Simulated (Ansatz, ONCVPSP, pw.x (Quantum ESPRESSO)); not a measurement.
## gallium: does the ONCV potential hold in the solid?

Ga (Z = 31), optimised norm-conserving Vanderbilt (ONCV), made with ONCVPSP 4.0.1.1 (patched build) (LDA (Perdew-Wang 92), scalar-relativistic). Core [Ar] 3d10, reference 4s2 4p1. Waves: 4s: rc 2.00 bohr, ncon 5, nbas 10, qcut 3.1 1/bohr, 2 projectors, debl 1 Ha; 4p: rc 2.65 bohr, ncon 4, nbas 7, qcut 3.7 1/bohr, 2 projectors, debl 2 Ha; d scattering state at 0.04 Ha: rc 2.40 bohr, ncon 4, nbas 8, qcut 4.3 1/bohr, 1 projector. Local part: polynomial inside 1.95 bohr (lpopt 5, dvloc0 -1 Ha). Core correction: polynomial model core, fcfact 0.75.

Crystal test: fcc Ga in pw.x 7.5, no spin, 14³ k-points, Fermi–Dirac smearing 0.01 Ry, cutoffs 155/620 Ry. The lattice is a test structure that the element need not adopt, and mesh and smearing are coarse.

pw.x input:

```
&control
  calculation='scf', prefix='x', pseudo_dir='./', outdir='./tmp', tstress=.true., disk_io='low'
/
&system
  ibrav=0, nat=1, ntyp=1, ecutwfc=155, ecutrho=620, nbnd=8,
  occupations='smearing', smearing='fd', degauss=0.01
/
&electrons
  conv_thr=1e-09, mixing_beta=0.4, electron_maxstep=70
/
ATOMIC_SPECIES
Ga 1.0 Ga.UPF
CELL_PARAMETERS angstrom
  0.00000000 2.04681242 2.04681242
  2.04681242 0.00000000 2.04681242
  2.04681242 2.04681242 0.00000000
ATOMIC_POSITIONS crystal
Ga 0.0000 0.0000 0.0000
K_POINTS automatic
14 14 14 0 0 0
```

```bash
pw.x < Ga.scf.in > Ga.scf.out
```

How does the run end?

It converges; the pressure is -0.62 GPa against -0.02 GPa from all-electron LAPW.  The log shows:

```
Message from routine setup:
     using ibrav=0 with symmetry is DISCOURAGED, use correct ibrav instead
     lattice parameter (alat)  =       5.4701  a.u.
     unit-cell volume          =     115.7339 (a.u.)^3
     number of electrons       =         3.00
     number of Kohn-Sham states=            8
     kinetic-energy cutoff     =     155.0000  Ry
     charge density cutoff     =     620.0000  Ry
     scf convergence threshold =      1.0E-09
     Exchange-correlation= SLA  PW   NOGX NOGC
     number of k points=   104  Fermi-Dirac smearing, width (Ry)=  0.0100
     iteration #  1     ecut=   155.00 Ry     beta= 0.40
     total energy              =      -8.82520516 Ry
     estimated scf accuracy    <       0.00284065 Ry
     iteration #  2     ecut=   155.00 Ry     beta= 0.40
     total energy              =      -8.82477832 Ry
     estimated scf accuracy    <       0.00086050 Ry
     iteration #  3     ecut=   155.00 Ry     beta= 0.40
     total energy              =      -8.82483352 Ry
     estimated scf accuracy    <       0.00000212 Ry
     iteration #  4     ecut=   155.00 Ry     beta= 0.40
     total energy              =      -8.82483549 Ry
     estimated scf accuracy    <       0.00000001 Ry
     iteration #  5     ecut=   155.00 Ry     beta= 0.40
     total energy              =      -8.82483549 Ry
     estimated scf accuracy    <          2.8E-09 Ry
     iteration #  6     ecut=   155.00 Ry     beta= 0.40
     the Fermi energy is     6.4942 ev
!    total energy              =      -8.82483549 Ry
     estimated scf accuracy    <          9.9E-13 Ry
     smearing contrib. (-TS)   =      -0.00160824 Ry
     The total energy is F=E-TS. E is the sum of the following terms:
     one-electron contribution =       2.81344337 Ry
     hartree contribution      =       0.01555794 Ry
     xc contribution           =      -6.31811965 Ry
     ewald contribution        =      -5.33410891 Ry
     convergence has been achieved in   6 iterations
          total   stress  (Ry/bohr**3)                   (kbar)     P=       -6.20
```
